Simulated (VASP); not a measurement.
Write the native input for VASP 6.6.1 that does the following.

```yaml
Task: band structure
Functional: revPBE
Potentials_or_basis: VASP PAW PBE potentials, release 64 (Ru_pv)
Cutoff: 520 eV
k_mesh: 11 × 11 × 6
Occupations: fermi-dirac, width 0.05 eV
Spin: no spin polarisation
Further_INCAR_settings: ALGO = Normal; EDIFF = 1e-07
```

The structure of Ru lies in POSCAR:

```
Ru
1.0
    2.7058000000      0.0000000000      0.0000000000
   -1.3529000000      2.3432915376      0.0000000000
    0.0000000000      0.0000000000      4.2819000000
Ru
2
Direct
    0.6666666667      0.3333333333      0.7500000000
    0.3333333333      0.6666666667      0.2500000000
```

One way to write it, as run:

INCAR

```
ALGO = Normal ; EDIFF = 1E-7
ENCUT = 520 ; GGA = RE
ISIF = 2 ; ISMEAR = -1
LASPH = True ; LCHARG = False
LMAXMIX = 4 ; LREAL = False
LWAVE = False ; NELM = 100
PREC = Accurate ; SIGMA = 0.05
```

KPOINTS

```
k-points
0
Gamma
  11 11 6
```

KPOINTS_OPT

```
path GMKGALHA,LM,KH
10
line-mode
reciprocal
 0.0000000000  0.0000000000  0.0000000000  G
 0.5000000000  0.0000000000  0.0000000000  M

 0.5000000000  0.0000000000  0.0000000000  M
 0.3333333333  0.3333333333  0.0000000000  K

 0.3333333333  0.3333333333  0.0000000000  K
 0.0000000000  0.0000000000  0.0000000000  G

 0.0000000000  0.0000000000  0.0000000000  G
 0.0000000000  0.0000000000  0.5000000000  A

 0.0000000000  0.0000000000  0.5000000000  A
 0.5000000000  0.0000000000  0.5000000000  L

 0.5000000000  0.0000000000  0.5000000000  L
 0.3333333333  0.3333333333  0.5000000000  H

 0.3333333333  0.3333333333  0.5000000000  H
 0.0000000000  0.0000000000  0.5000000000  A

 0.5000000000  0.0000000000  0.5000000000  L
 0.5000000000  0.0000000000  0.0000000000  M

 0.3333333333  0.3333333333  0.0000000000  K
 0.3333333333  0.3333333333  0.5000000000  H
```

Potentials or basis: VASP PAW PBE potentials, release 64 (Ru_pv).

The run is started by

```console
$ cat potpaw_PBE.64/Ru_pv/POTCAR > POTCAR
$ mpirun -np 1 vasp_std > vasp.out
```

Results of the run:

- Pressure: 7.7 GPa
- Band gap along the path: none (metal or under the smearing width)

Caveat: the PAW data sets were made with another functional, which shifts forces and pressure a little.

Wall time 37 s on 1 thread of Intel(R) Xeon(R) Platinum 8488C (Sapphire Rapids), with other jobs on the host, peak memory 0.17 GiB.
